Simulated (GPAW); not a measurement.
# NbH2 (Fm-3m) in GPAW: single point with BLYP

Aim: the single point of NbH2 with BLYP.

All numbers are computed with GPAW 26.7.0; they aren't measurements. Logs are shortened: lines on timing, memory, paths and dates and some standing lists are left out, and cuts for length are marked. The log counts tension as positive stress, the text compression.

### Step 1. Starting point

Symmetry: Fm-3m, No. 225, cubic system. Conventional cell: a = 4.563 Å, b = 4.563 Å, c = 4.563 Å, α = 90.00°, β = 90.00°, γ = 90.00°. Around Nb (site symmetry m-3m) lie 8 H at 1.98 Å. H (site symmetry -43m) is surrounded by 4 Nb at 1.98 Å.

### Step 2. Single point, BLYP

run.py reads:

```python
from ase import Atoms
from ase.dft.bandgap import bandgap
from ase.io import write
from ase.units import GPa
from gpaw import GPAW, PW, setup_paths

setup_paths.insert(0, '.')

atoms = Atoms(['Nb', 'H', 'H'],
              cell=[[0.0, 2.2815, 2.2815],
                    [2.2815, 0.0, 2.2815],
                    [2.2815, 2.2815, 0.0]],
              scaled_positions=[[0.0, 0.0, 0.0],
                                [0.75, 0.75, 0.75],
                                [0.25, 0.25, 0.25]],
              pbc=True)

calc = GPAW(mode=PW(450),
            xc='BLYP',
            kpts={'size': (8, 8, 8), 'gamma': True},
            occupations={'name': 'fermi-dirac', 'width': 0.05},
            nbands=18,
            convergence={'density': 1e-05, 'energy': 1e-05},
            eigensolver={'name': 'davidson', 'niter': 2},
            maxiter=80,
            txt='gpaw.txt')
atoms.calc = calc
energy = atoms.get_potential_energy()
forces = atoms.get_forces()
stress = atoms.get_stress()
calc.write('gs.gpw')
write('result.traj', atoms)
print(f'Energy: {energy:.6f} eV')
print('Forces (eV/A):')
print(forces.round(4))
print('Stress (GPa):', (stress / GPa).round(3))
print('Fermi level:', round(calc.get_fermi_level(), 4), 'eV')
print(f'Gap: {bandgap(calc)[0]:.4f} eV, direct: {bandgap(calc, direct=True)[0]:.4f} eV')
```

Potentials or basis: PAW data sets generated in the run's folder for this functional, pw.

On the command line:

```console
gpaw-setup -f BLYP H Nb
OMP_NUM_THREADS=1 python run.py
```

gpaw.txt:

```text
__  _  _
 | _ |_)|_||  |
 |__||  | ||/\| - 26.7.0

Input parameters:
  mode=PW(ecut=450.00000000000006),
  convergence={'density': 1e-05, 'energy': 1e-05},
  eigensolver=Davidson(niter=2),
  kpts=MonkhorstPack(size=(8, 8, 8), gamma=True),
  maxiter=80,
  nbands=18,
  occupations=Occupations(name='fermi-dirac', width=0.05),
  xc=XC(name='BLYP')

Diagonalizing LCAO Hamiltonian
Converting LCAO to pw mode

                  H

           H

       Nb

Atoms  # Å, Bohr magnetons
|   | symbol |        x |        y |        z |    initial magnetic moments |
|---|--------|----------|----------|----------|-----------------------------|
| 0 |     Nb | 0.000000 | 0.000000 | 0.000000 | ( 0.0000,  0.0000,  0.0000) |
| 1 |      H | 3.422250 | 3.422250 | 3.422250 | ( 0.0000,  0.0000,  0.0000) |
| 2 |      H | 1.140750 | 1.140750 | 1.140750 | ( 0.0000,  0.0000,  0.0000) |

Unit cell  # Å
| periodic |        x |        y |        z |  lengths |    angles |
|----------|----------|----------|----------|----------|-----------|
|      yes | 0.000000 | 2.281500 | 2.281500 | 3.226528 | 60.000000 |
|      yes | 2.281500 | 0.000000 | 2.281500 | 3.226528 | 60.000000 |
|      yes | 2.281500 | 2.281500 | 0.000000 | 3.226528 | 60.000000 |

Number of symmetries: 48
Symmetry operations  # r_c * U_cc + t_c -> r_c
|    | kind |            matrix            |
|----|------|------------------------------|
|  0 |  σ   |  1, 0, 0,  1, 0,-1,  1,-1, 0 |
|  1 |  C2  |  1, 0, 0,  1,-1, 0,  1, 0,-1 |
|  2 |  E   |  1, 0, 0,  0, 1, 0,  0, 0, 1 |
|  3 |  σ   |  1, 0, 0,  0, 0, 1,  0, 1, 0 |
|  4 |  C4  |  1, 0,-1,  1, 0, 0,  1,-1, 0 |
|  5 |  S6  |  1, 0,-1,  1,-1, 0,  1, 0, 0 |
|  6 |  σ   |  1, 0,-1,  0, 1,-1,  0, 0,-1 |
|  7 |  C3  |  1, 0,-1,  0, 0,-1,  0, 1,-1 |
|  8 |  S6  |  1,-1, 0,  1, 0, 0,  1, 0,-1 |
|  9 |  C4  |  1,-1, 0,  1, 0,-1,  1, 0, 0 |
| 10 |  C3  |  1,-1, 0,  0,-1, 1,  0,-1, 0 |
| 11 |  σ   |  1,-1, 0,  0,-1, 0,  0,-1, 1 |
| 12 |  σ   |  0, 1, 0,  1, 0, 0,  0, 0, 1 |
| 13 |  C4  |  0, 1, 0,  0, 1,-1, -1, 1, 0 |
| 14 |  C3  |  0, 1, 0,  0, 0, 1,  1, 0, 0 |
| 15 |  S6  |  0, 1, 0, -1, 1, 0,  0, 1,-1 |
| 16 |  C2  |  0, 1,-1,  1, 0,-1,  0, 0,-1 |
| 17 |  σ   |  0, 1,-1,  0, 1, 0, -1, 1, 0 |
| 18 |  S4  |  0, 1,-1,  0, 0,-1,  1, 0,-1 |
| 19 |  C4  |  0, 1,-1, -1, 1, 0,  0, 1, 0 |
| 20 |  C3  |  0, 0, 1,  1, 0, 0,  0, 1, 0 |
| 21 |  σ   |  0, 0, 1,  0, 1, 0,  1, 0, 0 |
| 22 |  S6  |  0, 0, 1,  0,-1, 1, -1, 0, 1 |
| 23 |  C4  |  0, 0, 1, -1, 0, 1,  0,-1, 1 |
| 24 |  S4  |  0, 0,-1,  1, 0,-1,  0, 1,-1 |
| 25 |  C3  |  0, 0,-1,  0, 1,-1,  1, 0,-1 |
| 26 |  C2  |  0, 0,-1,  0,-1, 0, -1, 0, 0 |
| 27 |  S6  |  0, 0,-1, -1, 0, 0,  0,-1, 0 |
| 28 |  S4  |  0,-1, 1,  1,-1, 0,  0,-1, 0 |
| 29 |  C4  |  0,-1, 1,  0, 0, 1, -1, 0, 1 |
| 30 |  C2  |  0,-1, 1,  0,-1, 0,  1,-1, 0 |
| 31 |  σ   |  0,-1, 1, -1, 0, 1,  0, 0, 1 |
| 32 |  C3  |  0,-1, 0,  1,-1, 0,  0,-1, 1 |
| 33 |  S6  |  0,-1, 0,  0, 0,-1, -1, 0, 0 |
| 34 |  S4  |  0,-1, 0,  0,-1, 1,  1,-1, 0 |
| 35 |  C2  |  0,-1, 0, -1, 0, 0,  0, 0,-1 |
| 36 |  C2  | -1, 1, 0,  0, 1, 0,  0, 1,-1 |
| 37 |  S6  | -1, 1, 0,  0, 1,-1,  0, 1, 0 |
| 38 |  S4  | -1, 1, 0, -1, 0, 1, -1, 0, 0 |
| 39 |  C3  | -1, 1, 0, -1, 0, 0, -1, 0, 1 |
| 40 |  S6  | -1, 0, 1,  0, 0, 1,  0,-1, 1 |
| 41 |  C2  | -1, 0, 1,  0,-1, 1,  0, 0, 1 |
| 42 |  C3  | -1, 0, 1, -1, 1, 0, -1, 0, 0 |
| 43 |  S4  | -1, 0, 1, -1, 0, 0, -1, 1, 0 |
| 44 |  C2  | -1, 0, 0,  0, 0,-1,  0,-1, 0 |
| 45 |  i   | -1, 0, 0,  0,-1, 0,  0, 0,-1 |
| 46 |  σ   | -1, 0, 0, -1, 1, 0, -1, 0, 1 |
| 47 |  C2  | -1, 0, 0, -1, 0, 1, -1, 1, 0 |

BZ-sampling:
  Number of BZ points: 512
  Number of IBZ points: 29

  Monkhorst-Pack size: [8, 8, 8]
  Monkhorst-Pack shift: [0.0625, 0.0625, 0.0625]

K-points  # in reciprocal-cell coordinates
|     |                                coordinates |     weight |
|-----|--------------------------------------------|------------|
|   0 | (  0.00000000,   0.00000000,   0.00000000) | 0.00195312 |
|   1 | (  0.12500000,   0.12500000,   0.00000000) | 0.01171875 |
|   2 | (  0.12500000,   0.12500000,   0.12500000) | 0.01562500 |
|   3 | (  0.25000000,   0.12500000,   0.12500000) | 0.02343750 |
|   4 | (  0.25000000,   0.25000000,   0.00000000) | 0.01171875 |
|   5 | (  0.25000000,   0.25000000,   0.12500000) | 0.04687500 |
|   6 | (  0.25000000,   0.25000000,   0.25000000) | 0.01562500 |
|   7 | (  0.37500000,   0.25000000,  -0.37500000) | 0.04687500 |
|   8 | (  0.37500000,   0.25000000,   0.12500000) | 0.04687500 |
|   9 | (  0.37500000,   0.25000000,   0.25000000) | 0.04687500 |
| ... |                                            |            |
|  28 | (  0.50000000,   0.50000000,   0.50000000) | 0.00781250 |

Plane wave coefficients: 531
Cutoff: 450.00000000000006 eV

Spin-components: 1 (collinear spins)
Bands:           18
Projectors:      12
Spin-degeneracy: 2
Datatype:        complex128

Density:
  Valence electrons: 15.0
  Components: 1
  Grid points: [16 16 16]
  Charge: 0.0  # |e|

Potential:
  Grid points: [16 16 16]

species:
  Nb:
    name:    Niobium
    Z:       41.0
    valence: 13
    core:    28
    charge:  0.0  # [|e|]
    compensation charges:
      type: gauss
      rc: 0.40  # [Å]
      lmax: 2
    cutoffs:
      filter: 2.35  # [Å]
      core: 1.51  # [Å]
    projectors
    | kind |    occ | energy [eV] | rcut [Å] |
    |------|--------|-------------|----------|
    |   4s |  2.000 |     -58.244 |    1.323 |
    |   5s |  1.000 |      -3.926 |    1.323 |
    |   4p |  6.000 |     -34.375 |    1.323 |
    |   5p |  0.000 |      -1.062 |    1.323 |
    |   4d |  4.000 |      -2.919 |    1.244 |
    |    d |        |      24.292 |    1.244 |

    Using partial waves for Nb as LCAO basis

  H:
    name:    Hydrogen
    Z:       1.0
    valence: 1
    core:    0
    charge:  0.0  # [|e|]
    compensation charges:
      type: gauss
      rc: 0.15  # [Å]
      lmax: 2
    cutoffs:
      filter: 0.85  # [Å]
      core: 0.53  # [Å]
    projectors
    | kind |    occ | energy [eV] | rcut [Å] |
    |------|--------|-------------|----------|
    |   1s |  1.000 |      -6.535 |    0.476 |
    |    s |        |      20.676 |    0.476 |
    |    p |        |       0.000 |    0.476 |

    Using partial waves for H as LCAO basis

Reference energy: -103945.522861  # eV

eigensolver:
  Davidson
  Converge bands: occupied
  niter=2

density mixing:
  MSR1-Mixer
  Pratt-step length: 0.05
  Maximum mixing coefficient: 0.75
  Old densities: 10
  SVD Regularization: 0.005
  Good broyden scale: 1.0
  Trust region scale: 1.0
  Backstep threshold: 4.0
  History deletion threshold: 6.0
  Fourier metric: weight=20.0, sigma=0.015

occupation numbers:
  Fermi-Dirac:
    width: 0.0500  # eV

poisson solver:
  ecut: 3600.0000000000005  # eV

xc functional:
  name: BLYP with 2 nearest neighbor stencil

convergence criteria:
- Maximum integral of absolute [dens]ity change: 1e-05 electrons / valence electron
- Maximum [total energy] change in last 3 cyles: 1e-05 eV / valence electron
- Maximum integral of absolute [eigenst]ate change: 4e-08 eV^2 / valence electron
maximum number of iterations: 80

SCF iterations
|iter     | |      energy | eigst |  dens |
|---------|-|-------------|-------|-------|
|iter:   1| |  -17.675992 | +0.20 |       |
|iter:   2| |  -17.409745 | -1.89 | -0.94 |
|iter:   3| |  -16.168822 | -1.22 | -0.98 |
|iter:   4| |  -16.151255 | -3.31 | -1.69 |
|iter:   5| |  -16.149029 | -3.56 | -1.97 |
|iter:   6| |  -16.149086 | -5.23 | -2.88 |
|iter:   7| |  -16.149109c| -5.69 | -3.24 |
|iter:   8| |  -16.149110c| -7.25 | -4.16 |
|iter:   9| |  -16.149110c| -8.20c| -4.74 |
|iter:  10| |  -16.149110c|-10.05c| -5.67c|

Converged in 10 steps
Energy contributions relative to reference atoms: (reference = -103945.522861)

Energy contributions:
  Kinetic:          10.052052
  Coulomb:         -14.604882
  Zero:             -0.076928
  External:          0.000000
  Xc:              -11.512898
  Entropy:          -0.012908
  Spinorbit:         0.000000
  ----------------------------
  Free energy:     -16.155563
  Extrapolated:    -16.149110

dipole moment: (-16.637449, -16.637449, -16.637449)  # |e|*Ang

Fermi level: 10.726
Eigenvalues  # (at kpt = [0.000, 0.000, 0.000])
| band index |      eig [eV] | occ [0-2] |
|------------|---------------|-----------|
|          0 |       -44.871 |     2.000 |
|          1 |       -20.675 |     2.000 |
|          2 |       -20.675 |     2.000 |
|          3 |       -20.675 |     2.000 |
|          4 |         0.014 |     2.000 |
|          5 |         9.102 |     2.000 |
|          6 |         9.364 |     2.000 |
|          7 |         9.364 |     2.000 |
|          8 |         9.364 |     2.000 |
|          9 |        11.861 |     0.000 |
|         10 |        11.861 |     0.000 |
|         11 |        22.945 |     0.000 |
|         12 |        24.429 |     0.000 |
|         13 |        24.429 |     0.000 |
|         14 |        24.429 |     0.000 |
|         15 |        32.789 |     0.000 |
|         16 |        32.789 |     0.000 |
|         17 |        32.789 |     0.000 |

No gap
No difference between direct/indirect transitions

Forces  # eV/Ang
|        x |       y |        z |
|----------|---------|----------|
|  0.00000 | 0.00000 | -0.00000 |  # Nb   0
| -0.00000 | 0.00000 | -0.00000 |  # H    1
|  0.00000 | 0.00000 | -0.00000 |  # H    2

Stress tensor  # eV/Ang^3
|         x |         y |         z |
|-----------|-----------|-----------|
| -0.027662 | -0.000000 | -0.000000 |
| -0.000000 | -0.027662 | -0.000000 |
| -0.000000 | -0.000000 | -0.027662 |

# Writing to gs.gpw (mode='')
```

Run time: 6.3 s. Hardware: 1 thread of Arm Neoverse V2, shared host; peak memory 0.13 GiB.

Results:

| Quantity | Value |
| --- | --- |
| Free energy | -16.1556 eV |
| Pressure | 4.4 GPa |
| Band gap on the k mesh | none (metal or under the smearing width) |

Levels at points of the mesh, in eV from the Fermi level:
```tsv
k point	band 5	band 6	band 7	band 8	band 9	band 10
(0.00, 0.00, 0.00)	-10.71	-1.62	-1.36	-1.36	-1.36	1.13
(0.50, 0.50, 0.00)	-7.69	-5.27	-4.20	2.61	2.73	2.73
(0.50, 0.50, 0.50)	-8.51	-5.13	-1.23	-1.23	2.48	2.48
```

Caveat: the cutoff is short for stress and forces, so pressures can be off by a GPa or more.
